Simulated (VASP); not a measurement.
Computed with PBEsol GGA, VASP's PBE PAW potentials (set 64) (plane waves; VASP 6.6.1).

The input files of a VASP run:

**KPOINTS**
```
K-points
0
gamma
 7 7 7
0 0 0
```

**POSCAR**
```
CaF2
1.0
  0.0000000000   2.7669306187   2.7669306187
  2.7669306187   0.0000000000   2.7669306187
  2.7669306187   2.7669306187   0.0000000000
Ca F
1 2
Cart
  0.0000000000   0.0000000000   0.0000000000
  1.3834653094   1.3834653094   1.3834653094
  4.1503959281   4.1503959281   4.1503959281
```

### INCAR
```
SYSTEM  =  CaF2
PREC  =  Accurate; ENCUT  =  520; LREAL  =  .False.
LASPH  =  .True.
EDIFF  =  1E-7; NELM  =  100; ALGO  =  Normal
ISMEAR  =  0; SIGMA  =  0.05
GGA  =  PS
ISIF  =  2
LWAVE  =  .False.; LCHARG  =  .False.
```

POTCAR, in this order: Ca_sv F (PBE.64 set). Program: vasp_std.

What VASP printed:

### OSZICAR
```
       N       E                     dE             d eps       ncg     rms          rms(c)
DAV:   1     0.222955891635E+03    0.22296E+03   -0.13911E+04   640   0.152E+03
DAV:   2    -0.962930548058E+01   -0.23259E+03   -0.22841E+03   840   0.384E+02
DAV:   3    -0.186240794538E+02   -0.89948E+01   -0.89877E+01   728   0.874E+01
DAV:   4    -0.189625233977E+02   -0.33844E+00   -0.33835E+00  1128   0.125E+01
DAV:   5    -0.189644176150E+02   -0.18942E-02   -0.18942E-02   688   0.105E+00    0.742E+00
DAV:   6    -0.178648699927E+02    0.10995E+01   -0.60804E+00   688   0.173E+01    0.314E+00
DAV:   7    -0.178551830005E+02    0.96870E-02   -0.16168E-01   824   0.381E+00    0.166E+00
DAV:   8    -0.178651859359E+02   -0.10003E-01   -0.30596E-02   848   0.221E+00    0.178E-01
DAV:   9    -0.178693703424E+02   -0.41844E-02   -0.88961E-03   888   0.693E-01    0.153E-01
DAV:  10    -0.178700647293E+02   -0.69439E-03   -0.15668E-03   728   0.333E-01    0.224E-02
DAV:  11    -0.178700675451E+02   -0.28157E-05   -0.94013E-05   848   0.786E-02    0.748E-03
DAV:  12    -0.178700754395E+02   -0.78944E-05   -0.24810E-05   640   0.353E-02    0.431E-03
DAV:  13    -0.178700753127E+02    0.12672E-06   -0.33651E-06   936   0.142E-02    0.274E-03
DAV:  14    -0.178700750083E+02    0.30447E-06   -0.31053E-07   728   0.621E-03    0.417E-04
DAV:  15    -0.178700750129E+02   -0.46102E-08   -0.21580E-08   472   0.135E-03
   1 F= -.17870075E+02 E0= -.17870075E+02  d E =-.115172E-12
```

File OUTCAR:
```
------------------------ aborting loop because EDIFF is reached ----------------------------------------
  FORCE on cell =-STRESS in cart. coord.  units (eV):
  Direction    XX          YY          ZZ          XY          YZ          ZX
  --------------------------------------------------------------------------------------
  Total       -1.1895539     -1.1895539     -1.1895539     -0.0000000      0.0000000      0.0000000
  in kB      -44.9852260    -44.9852260    -44.9852260     -0.0000000      0.0000000      0.0000000
  external PRESSURE =     -44.9852260 kB  Pullay stress =       0.0000000 kB
  volume of cell :       42.37
      direct lattice vectors                 reciprocal lattice vectors
     0.000000000  2.766930619  2.766930619    -0.180705651  0.180705651  0.180705651
     2.766930619  0.000000000  2.766930619     0.180705651 -0.180705651  0.180705651
     2.766930619  2.766930619  0.000000000     0.180705651  0.180705651 -0.180705651
 POSITION                                       TOTAL-FORCE (eV/Angst)
 -----------------------------------------------------------------------------------
      0.00000      0.00000      0.00000        -0.000000      0.000000      0.000000
      1.38347      1.38347      1.38347        -0.000000     -0.000000     -0.000000
      4.15040      4.15040      4.15040         0.000000      0.000000      0.000000
 -----------------------------------------------------------------------------------
    total drift:                                0.000000     -0.000000      0.000000
  FREE ENERGIE OF THE ION-ELECTRON SYSTEM (eV)
  ---------------------------------------------------
  free  energy   TOTEN  =       -17.8700750129 eV

  energy  without entropy=      -17.8700750129  energy(sigma->0) =      -17.87007501
```
(Selected blocks of OUTCAR.)

The compound is CaF2 in the fluorite structure. This cell is one point of a volume scan, at 1.06 of the reference volume.
